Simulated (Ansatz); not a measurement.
Take Ti₃SiC₂ (space group P6_3/mmc, No. 194; a = 3.0673 Å, c = 17.6756 Å) as the base. Axes: x lies along a and z along c of the hexagonal cell.

Computed with DFT with r2SCAN, PAW potentials and a 500 eV plane-wave cutoff in Ansatz (a program for electronic structure), no spin-orbit coupling.

Before the change:

- Shortest interatomic distance = 2.089 Å
- Pressure = 0.0 GPa
- Band gap = zero

It is then changed as follows: uniaxial strain ε_xx = −4.34 %, all other strain components held at zero; the atoms relax in the strained cell.

**Question.** Predict the new largest internal atomic displacement.

**Answer.** The largest internal atomic displacement is 0.039 Å.

**Question.** How does this affect the energy relative to the base?

**Answer.** The energy rises by 30 meV/atom.

**Question.** What does the calculation give for the shortest interatomic distance after the change?

**Answer.** The shortest interatomic distance decreases by 0.0374 Å, from 2.089 Å to 2.051 Å.

**Question.** How does this affect the pressure?

**Answer.** The pressure (mean of the normal stresses, compression positive) goes from zero to 9.5 GPa.

**Question.** How does this affect the band gap?

**Answer.** The band gap is still zero.

Without a gap, meshes like the base's 14×14×3 leave anisotropic stresses uncertain by several tenths of a GPa, and small strain energies with them. Stability against distortions was not tested. All final runs are without spin polarisation.
